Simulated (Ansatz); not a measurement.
# ZrSi2: the cost of one run

Method: DFT PBEsol, scalar-relativistic, plane waves, PAW, in Ansatz 0.2.0.

1 further run of the same task is left out (set aside as unsound or not needed). Runs told in other sessions of the task aren't counted.

**1. The structure to begin with**

The structure is orthorhombic, space group Cmcm (No. 63). Conventional cell: a = 3.674 Å, b = 14.566 Å, c = 3.657 Å, α = 90.00°, β = 90.00°, γ = 90.00°. Zr (site symmetry m2m) is surrounded by 10 Si at 2.70 to 2.95 Å. Si (site symmetry m2m) is surrounded by 2 Si at 2.41 Å and 6 Zr at 2.70 to 2.95 Å. Si (site symmetry m2m) has 4 Si at 2.59 Å and 4 Zr at 2.80 Å in its first shell of neighbours.

As a file:

```
Zr Si
1.0
     1.83713   -7.28295    0.00000
     1.83713    7.28295    0.00000
     0.00000    0.00000    3.65677
Zr Si
2 4
Cartesian
  1.8371 -5.7576 2.7426
  1.8371 5.7576 0.9142
  1.8371 -0.7860 2.7426
  1.8371 0.7860 0.9142
  1.8371 3.6381 2.7426
  1.8371 -3.6381 0.9142
```

It is the result of an earlier relaxation at this level (volume 16.31 Å³/atom; gap on the mesh: none (metal)).

**2. The reference cell**

Reference values: F = -10747.8129 eV; pressure -0.01 GPa; largest force 0.013 eV/Å; gap on the mesh none (metal). It was computed beforehand with the settings of the runs below.

**3. Setting up shifting one sublattice**

Every Si atom is moved by x along the Cartesian unit vector (0.707, -0.707, 0.000); the cell and all other atoms stay fixed. Forces below are components along that vector, summed over the moved atoms.

**4. At x = -0.100 Å**

File input.yaml:

```yaml
crystal:
  lattice:
    - [1.8371292758, -7.2829450158, 0.0]
    - [1.8371292758, 7.2829450158, 0.0]
    - [0.0, 0.0, 3.656765576]
  atoms:
    - { symbol: Zr, position: [0.8952826021, 0.1047173979, 0.75] }
    - { symbol: Zr, position: [0.1047173979, 0.8952826021, 0.25] }
    - { symbol: Si, position: [0.529859081, 0.4316511518, 0.75] }
    - { symbol: Si, position: [0.4219420742, 0.5395681586, 0.25] }
    - { symbol: Si, position: [0.2261323675, 0.7353778653, 0.75] }
    - { symbol: Si, position: [0.7256687877, 0.2358414451, 0.25] }
basis:
  ecutwfc: 420
kpoints:
  mp_grid: { grid: [14, 14, 14] }
hamiltonian:
  xc: pbesol
scf:
  occupations: { method: gaussian, width: 0.15 }
output:
  forces: true
  stress: true
  eigenvalues: true
```

Command:

```
> ansatz run input.yaml --threads 1 --pin off --max-ram 2560MiB --backend cpu --events-out ev --progress --plain --runs-dir out
```

What time and memory should one allow on 1 thread of Intel Xeon at 2.70GHz, shared host?

About 2.5 min, with a peak of 1.7 GiB.
